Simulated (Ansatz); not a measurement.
The system is I.

```
I
1.0
     3.63503   -2.39502    0.00000
     3.63503    2.39502    0.00000
     0.00000    0.00000    9.79344
I
4
Direct
  0.64930 0.35070 0.38440
  0.14930 0.85070 0.11560
  0.35070 0.64930 0.61560
  0.85070 0.14930 0.88440
```

* Program: Ansatz 0.2.0
* Task: relaxation of cell and atoms
* Functional: PBEsol
* Potentials or basis: Ansatz PAW
* Cutoff: 420 eV (not typed: the program's choice for these potentials)
* k mesh: 7 × 7 × 3
* Occupations: fermi-dirac, width 0.05 eV
* Spin: no spin polarisation

At the start: volume 42.63 Å³/atom.

Problem. Where does the relaxation end?

Solution. It ends after 9 steps and the volume is 39.64 Å³/atom (-7.0 %); space group Cmce (No. 64, to 0.05 Å).

Step by step:
```tsv
step	energy change (eV)	largest force (eV/Å)	volume (Å³)
1	0.0000	0.7634	170.52
2	-0.0987	0.3397	157.03
3	-0.1584	0.1559	161.20
4	-0.1912	0.0481	156.75
5	-0.1943	0.0049	156.96
6	-0.1968	0.0163	157.74
7	-0.1979	0.0104	158.21
8	-0.1980	0.0018	158.56
9	-0.1964	0.0018	158.56
```

Final structure:
```
I
1.0
     3.74912   -2.19782    0.00000
     3.74912    2.19782    0.00000
     0.00000    0.00000    9.62164
I
4
Cartesian
  3.7491 -0.7625 3.6297
  3.7491 1.4353 1.1812
  3.7491 0.7625 5.9920
  3.7491 -1.4353 8.4405
```

Caveat: the plane-wave basis is chosen anew once the cell has moved, so the energies of steps on either side of that aren't comparable; the PAW data sets come from PBE, with cores solved anew for the run's functional, which leaves a small shift of forces and pressure.
